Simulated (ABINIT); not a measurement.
Input of an ABINIT 10.8.3 (patched build) run:

File run.abi:

```
# Datasets: ground state, then fixed potential
ndtset 2

# Pseudopotentials
pp_dirpath "./"
pseudos "Ag.GGA_PBE-JTH.xml"

# Structure
acell 3*1.0 Angstrom
rprim
     0.0000000000     2.0427500000     2.0427500000
     2.0427500000     0.0000000000     2.0427500000
     2.0427500000     2.0427500000     0.0000000000
ntypat 1
znucl 47
natom 1
typat 1
xcart
     0.0000000000     0.0000000000     0.0000000000 Angstrom

# Plane-wave basis
ecut 462.593566 eV
pawecutdg 34.0

# Exchange and correlation
ixc 15

# Bands and occupations
occopt 3
tsmear 0.05 eV

# Spin
nspinor 2
nspden 1
pawspnorb 1

# SCF cycle
nstep 100

# Output
iomode 3
prtwf 0
prteig 0
prtebands 0
enunit 1
prtden1 1
prtvha1 1
prtvclmb1 1
prtpot1 1

# Dataset 1
kptopt1 4
ngkpt1 11 11 11
nshiftk1 1
shiftk1 0.0 0.0 0.0
nband1 20
tolvrs1 1.0e-9

# Dataset 2: bands along G-X-W-K-G-L-U-W-L-K
iscf2 -2
getden2 1
nband2 28
nbdbuf2 2
tolwfr2 1.0e-12
kptopt2 -9
ndivsm2 8
prteig2 1
kptbounds2
     0.0000000000     0.0000000000     0.0000000000
     0.5000000000     0.0000000000     0.5000000000
     0.5000000000     0.2500000000     0.7500000000
     0.3750000000     0.3750000000     0.7500000000
     0.0000000000     0.0000000000     0.0000000000
     0.5000000000     0.5000000000     0.5000000000
     0.6250000000     0.2500000000     0.6250000000
     0.5000000000     0.2500000000     0.7500000000
     0.5000000000     0.5000000000     0.5000000000
     0.3750000000     0.3750000000     0.7500000000
```

Potentials or basis: JTH PAW PBE v2.0.

Run with:

```console
$ abinit run.abi > log 2>&1
```

Problem. Estimate the band gap on the k mesh.

Solution. None (metal or under the smearing width).

Problem. Estimate the pressure.

Solution. 8.5 GPa.

Levels at the corners of the path, in eV from the Fermi level:
```tsv
point	band 7	band 8	band 9	band 10	band 11	band 12	band 13	band 14
Γ	-4.88	-4.88	-4.01	-4.01	-4.01	-4.01	16.42	16.42
X	-3.19	-3.19	-2.87	-2.87	1.37	1.37	6.49	6.49
W	-4.02	-4.02	-3.05	-3.05	5.55	5.55	5.89	5.89
K	-3.85	-3.85	-3.30	-3.30	4.03	4.03	5.06	5.06
Γ	-4.88	-4.88	-4.01	-4.01	-4.01	-4.01	16.42	16.42
L	-3.37	-3.37	-3.15	-3.15	-0.65	-0.65	3.36	3.36
U	-3.85	-3.85	-3.30	-3.30	4.03	4.03	5.06	5.06
W	-4.02	-4.02	-3.05	-3.05	5.55	5.55	5.89	5.89
L	-3.37	-3.37	-3.15	-3.15	-0.65	-0.65	3.36	3.36
K	-3.85	-3.85	-3.30	-3.30	4.03	4.03	5.06	5.06
```

Caveat: the PAW data sets were made with another functional, which shifts forces and pressure a little.
